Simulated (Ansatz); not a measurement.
# CdS (Greenockite) (P6_3mc) in Ansatz: settings compared

Aim: see how the results for CdS (Greenockite) move with the level of theory and the settings. Levels: r2SCAN, exchange-only PBE. Tasks: band structure, single point, equation of state.

All numbers are computed with Ansatz 0.2.0; they aren't measurements. Logs are shortened: lines on timing, memory, paths and dates and some standing lists are left out, and cuts for length are marked.

**Experimental background.**

“Isotope dependence of band-gap energy”, 2008, arxiv:0807.2152 quotes, for a bulk crystal of CdS: band gap 2.5809 ± 0.0002 eV.

The results are compared with them further down.

## Step 1: Starting point

Symmetry: P6_3mc, No. 186, hexagonal system. Conventional cell: a = 4.150 Å, b = 4.150 Å, c = 6.737 Å, α = 90.00°, β = 90.00°, γ = 120.00°. Cd (site symmetry 3m) is surrounded by 4 S at 2.53 to 2.54 Å. Around S (site symmetry 3m) lie 4 Cd at 2.53 to 2.54 Å.

## Step 2: Band structure, r2SCAN

input.yaml reads:

```yaml
crystal:
  lattice:
    - [4.15, 0.0, 0.0]
    - [-2.075, 3.5940054257, 0.0]
    - [0.0, 0.0, 6.737]
  atoms:
    - { symbol: Cd, position: [0.6666666667, 0.3333333333, 0.5] }
    - { symbol: Cd, position: [0.3333333333, 0.6666666667, 0.0] }
    - { symbol: S, position: [0.6666666667, 0.3333333333, 0.875] }
    - { symbol: S, position: [0.3333333333, 0.6666666667, 0.375] }
hamiltonian:
  xc: r2scan
  pseudopotentials: { kind: paw }
kpoints:
  mp_grid: { grid: [7, 7, 4] }
  band_path:
    path:
      - [[0.0, 0.0, 0.0], [0.5, 0.0, 0.0], [0.3333333333, 0.3333333333, 0.0], [0.0, 0.0, 0.0], [0.0, 0.0, 0.5], [0.5, 0.0, 0.5], [0.3333333333, 0.3333333333, 0.5], [0.0, 0.0, 0.5]]
      - [[0.5, 0.0, 0.5], [0.5, 0.0, 0.0]]
      - [[0.3333333333, 0.3333333333, 0.0], [0.3333333333, 0.3333333333, 0.5]]
    npoints: 14
scf:
  occupations: { method: fermi_dirac, width: 0.05 }
  n_extra_bands: 10
output:
  forces: true
  stress: true
  eigenvalues: true
  fatbands: false
```

Potentials or basis: Ansatz PAW.

Launch:

```console
$ ansatz run input.yaml --threads 2 --pin off --max-ram 5120MiB --backend cpu --events-out ev --progress --plain --runs-dir out
```

The program printed:

```text
Warning: RAYON_NUM_THREADS=2 ignored (pool sized by the plan → 2); use --threads N
scf.n_extra_bands = 10 over 26 filled bands (N_el = 52.0): the run solves 36 bands
Engine: ansatz 0.2.0, aarch64-unknown-linux-gnu
Pseudopotentials: kind: paw
Pseudopotential: Cd, paw, valence charge 20, recommended cutoff 500 eV (meta_gga), Cd.paw.azcp
Pseudopotential: S, paw, valence charge 6, recommended cutoff 500 eV (meta_gga), S.paw.azcp
Functional definition: r2SCAN
  parameter k0 = 0.174
  parameter k1 = 0.065
  parameter a1 = 4.9479
  exchange = r2scan_x(k0 = k0, k1 = k1, a1 = a1)
  correlation = r2scan_c
Crystal: 4 atoms, lattice volume = 100.483 Å³
Basis set: ecut = 500 eV, 2539 PW (Γ), exchange–correlation on 128×128×200 points (64 copies of the dense FFT grid, shifted against one another)
Bands: 36, of which v1, the nominal top of the filled ones, is band 26 counted from 1 (25 counted from 0)
Symmetry: 12 space group operations
Space group: P63mc (ITA 186), of the structure as read, at distance tolerance 4.6e-5 Å
k-points: 24 of 196 (time reversal used)
Non-local potential: Cd, projectors of the file, l = 0: 3, l = 1: 2, l = 2: 2, l = 3: 1
Non-local potential: S, projectors of the file, l = 0: 2, l = 1: 2, l = 2: 2
PAW form: soft (Blöchl's): semilocal exchange-correlation on the pseudo side does not see the compensation charge
PAW frozen core: Cd, regenerated for the run's functional (the file was generated under x = pbe(κ = 0.804, μ = 0.2195149727645171), c = pbe(β = 0.06672455060314922))
PAW frozen core: S, regenerated for the run's functional (the file was generated under x = pbe(κ = 0.804, μ = 0.2195149727645171), c = pbe(β = 0.06672455060314922))
PAW one-centre angular grid: Cd, 590 points (default); XC on 160 Gauss nodes
PAW one-centre angular grid: S, 302 points (default); XC on 160 Gauss nodes
Initial density: superposition of atomic densities (neutral atoms: chi_scale 0, normalization atom), corrected by the library's trained network
Initial wavefunctions: pseudopotential atomic-orbital guess
Functional: x = r2scan, c = r2scan; τ floored in thin density (d = 2e-4 eV/Å³)
SCF iter   1: F=—  HF=-18351.204134 eV  |F-HF|=—  |Δ(HF+E_count)|=         —  Δρ=6.02e-3  dr2=1.93e-2  dr2_τ=3.23e-2  ethr=1.77e-3  ⟨swp⟩=6.4  Hψ=3719  notcnv=0  defer=10
preconditioner: auto → Resta (q_TF=auto, 2.445 Å⁻¹)  ε∞=3.6  [insulator: Δε(μ)=1.632 eV  Ē_g=13.859 eV  σ=0.050 eV  W_gap=1.00  n_scr=22 (ndim 8)  ℏωp=22.2 eV  f_vac=0.131  D(μ)=0.00/eV (n_scr^D=0)  ε∞_Penn≈3.6]
SCF iter   2: F=—  HF=-18351.225669 eV  |F-HF|=—  |Δ(HF+E_count)|=   2.15e-2  Δρ=3.37e-3  dr2=4.81e-3  dr2_τ=9.45e-4  ethr=3.71e-5  ⟨swp⟩=3.0  Hψ=1847  notcnv=0  defer=64
SCF iter   3: F=—  HF=-18351.227774 eV  |F-HF|=—  |Δ(HF+E_count)|=   2.10e-3  Δρ=7.78e-4  dr2=4.18e-4  dr2_τ=2.42e-5  ethr=9.25e-6  ⟨swp⟩=1.0  Hψ=801  notcnv=0  defer=64
SCF iter   4: F=—  HF=-18351.227938 eV  |F-HF|=—  |Δ(HF+E_count)|=   1.64e-4  Δρ=1.36e-4  dr2=1.79e-5  dr2_τ=1.17e-6  ethr=8.04e-7  ⟨swp⟩=3.0  Hψ=1446  notcnv=0  defer=64
SCF iter   5: F=—  HF=-18351.227968 eV  |F-HF|=—  |Δ(HF+E_count)|=   3.05e-5  Δρ=4.40e-5  dr2=2.10e-6  dr2_τ=8.28e-8  ethr=3.44e-8  ⟨swp⟩=2.0  Hψ=1193  notcnv=0  defer=64
SCF iter   6: F=-18351.227970 eV  HF=-18351.227970 eV  |F-HF|=3.61e-8  |Δ(HF+E_count)|=   1.50e-6  Δρ=7.39e-6  dr2=7.76e-8  dr2_τ=4.06e-9  ethr=1.92e-10  ⟨swp⟩=8.2  Hψ=4293  notcnv=0
SCF 1 converged in 6 iterations: F = -18351.227970 eV  dr2 = 7.76e-8
NSCF: frozen V_eff on 129 k-points
SCF converged after 6 iterations
Free energy (F): -18351.227970 eV
Harris-Foulkes:  -18351.227970 eV  (|F-HF|=3.61e-8)
Internal energy: -18351.227970 eV  (E = F + TS)
E sigma→0 (E₀):  -18351.227970 eV
Fermi energy:    7.322302 eV
--- Per-component energies (eV) ---
  E_band       = -1075.449134
  E_kinetic    = 1224.056071
  E_local      = -8076.650896  (includes V_loc(G=0)·N_el)
  E_nonlocal   = 126.314064
  E_hartree    = 3710.684480
  E_xc         = -520.068878
  E_vxc        = -680.617244  (∫ρ·V_xc dr)
  E_paw        = -9431.821524  (= ΣΔE_a)
  E_vpaw       = -1133.368384  (= ΣTr[D̂ρ^β])
  E_aug_tail   = 0.000013  (compensation charges beyond the density's cutoff)
  E_vtau       = 43.446811  (kinetic-family band-sum trace: ∫τ·v_τ [+ j·A + Jᵃ·Aᵃ] dr)
  E_ewald      = -5382.392226
  E_core_change = -1.349075  (= ΣΔE_core)
  E_smearing   = -0.000000  (= −TS)
  E_closure    = 0.000000  (closes the sum)
  Σ components = -18351.227970   (vs F -18351.227970, Δ=0.00e0)
--- Forces (eV/Å), atoms counted from 1 ---
  atom   1  Cd    -0.00000000    -0.00000000    -0.07123274
  atom   2  Cd    -0.00000000     0.00000000    -0.07123274
  atom   3  S      0.00000000    -0.00000000     0.07118796
  atom   4  S      0.00000000     0.00000000     0.07118796
  max |Σ_I F_I| component: 8.96e-5 eV/Å
--- Stress (GPa, compression-positive) ---
        0.488100       0.000000      -0.000000
        0.000000       0.488100       0.000000
       -0.000000       0.000000       1.078806
  P = ⅓ Tr σ = 0.6850 GPa (6.850 kbar)
--- Band table (eV; the first three rows and the last of 24) ---
  k-point 0: bands = ["-97.5844", "-97.5844", "-57.7481", "-57.7481", "-57.7480", "-57.7480", "-57.7480", "-57.7474", "-6.3229", "-5.8946", "-1.4764", "-1.4541", "-1.4541", "-1.3625", "-1.3625", "-1.0316", "-1.0316", "-0.9429", "-0.9429", "-0.5975", "2.0850", "5.6950", "5.6950", "6.4204", "6.4632", "6.4632", "8.1208", "9.7213", "13.4464", "13.4464", "13.7860", "14.5810", "14.5810", "14.5885", "16.7694", "16.7694"]
  k-point 1: bands = ["-97.5844", "-97.5844", "-57.7481", "-57.7481", "-57.7480", "-57.7480", "-57.7479", "-57.7474", "-6.2586", "-5.9548", "-1.4439", "-1.4439", "-1.4260", "-1.3793", "-1.3793", "-1.0159", "-1.0159", "-0.9531", "-0.9531", "-0.8662", "2.7051", "5.4772", "5.8016", "5.8016", "6.3443", "6.3443", "8.9619", "9.7970", "13.2709", "13.5072", "13.5072", "13.9809", "14.2721", "14.2721", "17.2667", "17.2667"]
  k-point 2: bands = ["-97.5844", "-97.5844", "-57.7481", "-57.7481", "-57.7481", "-57.7481", "-57.7477", "-57.7477", "-6.1047", "-6.1047", "-1.4148", "-1.4148", "-1.4148", "-1.4148", "-1.2342", "-1.2342", "-0.9818", "-0.9818", "-0.9818", "-0.9818", "4.0225", "4.0225", "6.0668", "6.0668", "6.0668", "6.0668", "9.7644", "9.7644", "13.0926", "13.0926", "13.7830", "13.7830", "13.7830", "13.7830", "18.0854", "18.0854"]
  k-point 23: bands = ["-97.5844", "-97.5844", "-57.7485", "-57.7485", "-57.7483", "-57.7483", "-57.7476", "-57.7476", "-5.8110", "-5.8110", "-1.2842", "-1.2842", "-1.2490", "-1.2490", "-1.0529", "-1.0529", "-0.9899", "-0.9899", "-0.4891", "-0.4891", "2.5209", "2.5209", "4.1852", "4.1852", "5.3183", "5.3183", "11.2623", "11.2623", "12.8485", "12.8485", "13.4751", "13.4751", "15.6256", "15.6256", "17.3860", "17.3860"]
```

Run time: 23 s. Hardware: 2 threads of Arm Neoverse V2, shared host; peak memory 0.66 GiB.

What came out:

```
Free energy             : -18351.2280 eV
Pressure                : 0.7 GPa
Largest force           : 0.071 eV/Å
Band gap on the k mesh  : 1.66 eV, direct
Band gap along the path : 1.66 eV, direct
```

Forces on the atoms (eV/Å):
```
Cd   0.000  0.000 -0.071
Cd   0.000  0.000 -0.071
S    0.000  0.000  0.071
S    0.000  0.000  0.071
```

Levels at the corners of the path, in eV from the valence-band top:
| point | band 22 | band 23 | band 24 | band 25 | band 26 | band 27 | band 28 | band 29 | band 30 | band 31 |
| --- | --- | --- | --- | --- | --- | --- | --- | --- | --- | --- |
| Γ | -0.77 | -0.77 | -0.04 | 0.00 | 0.00 | 1.66 | 3.26 | 6.98 | 6.98 | 7.32 |
| M | -3.47 | -2.66 | -1.88 | -1.30 | -0.74 | 4.17 | 4.26 | 5.42 | 6.87 | 7.46 |
| K | -3.63 | -3.11 | -1.86 | -1.86 | -1.62 | 4.91 | 5.59 | 5.59 | 7.46 | 7.89 |
| Γ | -0.77 | -0.77 | -0.04 | 0.00 | 0.00 | 1.66 | 3.26 | 6.98 | 6.98 | 7.32 |
| A | -2.44 | -0.40 | -0.40 | -0.40 | -0.40 | 3.30 | 3.30 | 6.63 | 6.63 | 7.32 |
| L | -4.11 | -1.34 | -1.34 | -1.33 | -1.33 | 3.88 | 3.88 | 5.82 | 5.82 | 8.35 |
| H | -3.98 | -2.43 | -2.43 | -1.12 | -1.12 | 4.88 | 4.88 | 6.40 | 6.40 | 6.97 |
| A | -2.44 | -0.40 | -0.40 | -0.40 | -0.40 | 3.30 | 3.30 | 6.63 | 6.63 | 7.32 |
| L | -4.11 | -1.34 | -1.34 | -1.33 | -1.33 | 3.88 | 3.88 | 5.82 | 5.82 | 8.35 |
| M | -3.47 | -2.66 | -1.88 | -1.30 | -0.74 | 4.17 | 4.26 | 5.42 | 6.87 | 7.46 |
| K | -3.63 | -3.11 | -1.86 | -1.86 | -1.62 | 4.91 | 5.59 | 5.59 | 7.46 | 7.89 |
| H | -3.98 | -2.43 | -2.43 | -1.12 | -1.12 | 4.88 | 4.88 | 6.40 | 6.40 | 6.97 |

Caveat: the PAW data sets come from PBE, with cores solved anew for the run's functional, which leaves a small shift of forces and pressure.

## Step 3: Single point, exchange-only PBE, 23.61 Å³/atom (volume scaled by 0.94)

input.yaml reads:

```yaml
crystal:
  lattice:
    - [4.0652823512, 0.0, 0.0]
    - [-2.0326411756, 3.5206377897, 0.0]
    - [0.0, 0.0, 6.5994716144]
  atoms:
    - { symbol: Cd, position: [0.6666666667, 0.3333333333, 0.5] }
    - { symbol: Cd, position: [0.3333333333, 0.6666666667, 0.0] }
    - { symbol: S, position: [0.6666666667, 0.3333333333, 0.875] }
    - { symbol: S, position: [0.3333333333, 0.6666666667, 0.375] }
hamiltonian:
  xc: { exchange: pbe, correlation: none }
  pseudopotentials: { kind: paw }
kpoints:
  mp_grid: { grid: [7, 7, 4] }
scf:
  occupations: { method: fermi_dirac, width: 0.05 }
output:
  forces: true
  stress: true
  eigenvalues: true
  write_density: true
  write_potential: true
  elf: true
  volumetric_format: npy
```

Potentials or basis: Ansatz PAW.

Launch:

```console
$ ansatz run input.yaml --threads 2 --pin off --max-ram 5120MiB --backend cpu --events-out ev --progress --plain --runs-dir out
```

Wall time 3 s (2 threads of Arm Neoverse V2, shared host); peak memory 0.35 GiB.

It converged, with:

- Free energy: -18140.9514 eV
- Pressure: 16.2 GPa
- Largest force: 0.079 eV/Å
- Band gap on the k mesh: 1.33 eV, direct

Caveat: odd divisions of the mesh miss points on the zone boundary, where band edges often lie, so the gap on the mesh can be too wide; the PAW data sets come from PBE, with cores solved anew for the run's functional, which leaves a small shift of forces and pressure.

## Step 4: Single point, exchange-only PBE, 24.12 Å³/atom (volume scaled by 0.96)

input.yaml: that of step 3 with these lines changed.

```diff
@@ -2,5 +2,5 @@
   lattice:
-    - [4.0652823512, 0.0, 0.0]
-    - [-2.0326411756, 3.5206377897, 0.0]
-    - [0.0, 0.0, 6.5994716144]
+    - [4.0939120434, 0.0, 0.0]
+    - [-2.0469560217, 3.5454318304, 0.0]
+    - [0.0, 0.0, 6.6459482979]
   atoms:
@@ -21,5 +21 @@
   eigenvalues: true
-  write_density: true
-  write_potential: true
-  elf: true
-  volumetric_format: npy
```

Launch:

```console
$ ansatz run input.yaml --threads 2 --pin off --max-ram 5120MiB --backend cpu --events-out ev --progress --plain --runs-dir out
```

Run time: 2.2 s. Hardware: 2 threads of Arm Neoverse V2, shared host; peak memory 0.34 GiB.

The run converged. Its results:

```yaml
Free_energy: -18141.1421 eV
Pressure: 14.2 GPa
Largest_force: 0.074 eV/Å
Band_gap_on_the_k_mesh: 1.28 eV, direct
```

Caveat: odd divisions of the mesh miss points on the zone boundary, where band edges often lie, so the gap on the mesh can be too wide; the PAW data sets come from PBE, with cores solved anew for the run's functional, which leaves a small shift of forces and pressure.

## Step 5: Single point, exchange-only PBE, 24.62 Å³/atom (volume scaled by 0.98)

input.yaml: that of step 4 with these lines changed.

```diff
@@ -2,5 +2,5 @@
   lattice:
-    - [4.0939120434, 0.0, 0.0]
-    - [-2.0469560217, 3.5454318304, 0.0]
-    - [0.0, 0.0, 6.6459482979]
+    - [4.1221468118, 0.0, 0.0]
+    - [-2.0610734059, 3.5698838571, 0.0]
+    - [0.0, 0.0, 6.6917838725]
   atoms:
```

Launch:

```console
$ ansatz run input.yaml --threads 2 --pin off --max-ram 5120MiB --backend cpu --events-out ev --progress --plain --runs-dir out
```

It took 2.2 s on 2 threads of Arm Neoverse V2, shared host; peak memory 0.34 GiB.

The run converged. Its results:

```
Free energy            : -18141.3087 eV
Pressure               : 12.4 GPa
Largest force          : 0.070 eV/Å
Band gap on the k mesh : 1.23 eV, direct
```

Caveat: odd divisions of the mesh miss points on the zone boundary, where band edges often lie, so the gap on the mesh can be too wide; the PAW data sets come from PBE, with cores solved anew for the run's functional, which leaves a small shift of forces and pressure.

## Step 6: Single point, exchange-only PBE, 25.12 Å³/atom

input.yaml: that of step 5 with these lines changed.

```diff
@@ -2,5 +2,5 @@
   lattice:
-    - [4.1221468118, 0.0, 0.0]
-    - [-2.0610734059, 3.5698838571, 0.0]
-    - [0.0, 0.0, 6.6917838725]
+    - [4.15, 0.0, 0.0]
+    - [-2.075, 3.5940054257, 0.0]
+    - [0.0, 0.0, 6.737]
   atoms:
```

Potentials or basis: Ansatz PAW.

Launch:

```console
$ ansatz run input.yaml --threads 2 --pin off --max-ram 5120MiB --backend cpu --events-out ev --progress --plain --runs-dir out
```

It took 2.4 s on 2 threads of Arm Neoverse V2, shared host; peak memory 0.34 GiB.

It converged, with:

```yaml
Free_energy: -18141.4535 eV
Pressure: 10.7 GPa
Largest_force: 0.066 eV/Å
Band_gap_on_the_k_mesh: 1.17 eV, direct
```

Caveat: odd divisions of the mesh miss points on the zone boundary, where band edges often lie, so the gap on the mesh can be too wide; the PAW data sets come from PBE, with cores solved anew for the run's functional, which leaves a small shift of forces and pressure.

## Step 7: Single point, exchange-only PBE, 25.62 Å³/atom (volume scaled by 1.02)

input.yaml: that of step 6 with these lines changed.

```diff
@@ -2,5 +2,5 @@
   lattice:
-    - [4.15, 0.0, 0.0]
-    - [-2.075, 3.5940054257, 0.0]
-    - [0.0, 0.0, 6.737]
+    - [4.1774842447, 0.0, 0.0]
+    - [-2.0887421223, 3.6178074798, 0.0]
+    - [0.0, 0.0, 6.7816171943]
   atoms:
@@ -21 +21,5 @@
   eigenvalues: true
+  write_density: true
+  write_potential: true
+  elf: true
+  volumetric_format: npy
```

Launch:

```console
$ ansatz run input.yaml --threads 2 --pin off --max-ram 5120MiB --backend cpu --events-out ev --progress --plain --runs-dir out
```

It took 3.5 s on 2 threads of Arm Neoverse V2, shared host; peak memory 0.36 GiB.

It converged, with:

```yaml
Free_energy: -18141.5786 eV
Pressure: 9.2 GPa
Largest_force: 0.063 eV/Å
Band_gap_on_the_k_mesh: 1.12 eV, direct
```

Caveat: odd divisions of the mesh miss points on the zone boundary, where band edges often lie, so the gap on the mesh can be too wide; the PAW data sets come from PBE, with cores solved anew for the run's functional, which leaves a small shift of forces and pressure.

## Step 8: Single point, exchange-only PBE, 26.13 Å³/atom (volume scaled by 1.04)

input.yaml: that of step 7 with these lines changed.

```diff
@@ -2,5 +2,5 @@
   lattice:
-    - [4.1774842447, 0.0, 0.0]
-    - [-2.0887421223, 3.6178074798, 0.0]
-    - [0.0, 0.0, 6.7816171943]
+    - [4.2046115259, 0.0, 0.0]
+    - [-2.1023057629, 3.6413003944, 0.0]
+    - [0.0, 0.0, 6.8256549035]
   atoms:
@@ -21,5 +21 @@
   eigenvalues: true
-  write_density: true
-  write_potential: true
-  elf: true
-  volumetric_format: npy
```

Launch:

```console
$ ansatz run input.yaml --threads 2 --pin off --max-ram 5120MiB --backend cpu --events-out ev --progress --plain --runs-dir out
```

It took 2.5 s on 2 threads of Arm Neoverse V2, shared host; peak memory 0.35 GiB.

The run converged. Its results:

```yaml
Free_energy: -18141.6856 eV
Pressure: 7.9 GPa
Largest_force: 0.059 eV/Å
Band_gap_on_the_k_mesh: 1.07 eV, direct
```

Caveat: odd divisions of the mesh miss points on the zone boundary, where band edges often lie, so the gap on the mesh can be too wide; the PAW data sets come from PBE, with cores solved anew for the run's functional, which leaves a small shift of forces and pressure.

## Step 9: Single point, exchange-only PBE, 26.63 Å³/atom (volume scaled by 1.06)

input.yaml: that of step 8 with these lines changed.

```diff
@@ -2,5 +2,5 @@
   lattice:
-    - [4.2046115259, 0.0, 0.0]
-    - [-2.1023057629, 3.6413003944, 0.0]
-    - [0.0, 0.0, 6.8256549035]
+    - [4.2313932131, 0.0, 0.0]
+    - [-2.1156966065, 3.6644940159, 0.0]
+    - [0.0, 0.0, 6.8691315847]
   atoms:
```

Potentials or basis: Ansatz PAW.

Launch:

```console
$ ansatz run input.yaml --threads 2 --pin off --max-ram 5120MiB --backend cpu --events-out ev --progress --plain --runs-dir out
```

It took 2.5 s on 2 threads of Arm Neoverse V2, shared host; peak memory 0.35 GiB.

It converged, with:

```
Free energy            : -18141.7764 eV
Pressure               : 6.6 GPa
Largest force          : 0.056 eV/Å
Band gap on the k mesh : 1.02 eV, direct
```

Caveat: odd divisions of the mesh miss points on the zone boundary, where band edges often lie, so the gap on the mesh can be too wide; the PAW data sets come from PBE, with cores solved anew for the run's functional, which leaves a small shift of forces and pressure.

## Step 10: Equation of state, exchange-only PBE

No new run: the results of the series are fitted here.

What came out:

| Item | Value |
| --- | --- |
| Equilibrium volume | outside the volumes run |

Energy against volume, from the lowest point:
```
volume (Å³/atom)  energy (meV/atom)
          23.614             206.26
          24.116             158.58
          24.618             116.92
          25.121              80.72
          25.623              49.46
          26.126              22.69
          26.628               0.00
```

Caveat: the potentials were made for another functional, which shifts forces and pressure.

## Step 11: Comparison with measurements

Step 2. Against the measured gap of CdS, 2.5809 eV (quoted in “Isotope dependence of band-gap energy”, 2008, arxiv:0807.2152), the calculated 1.66 eV is off by -0.92 eV. Spin-orbit coupling on Cd is left out. The value is that of r2SCAN, without temperature or zero-point motion.
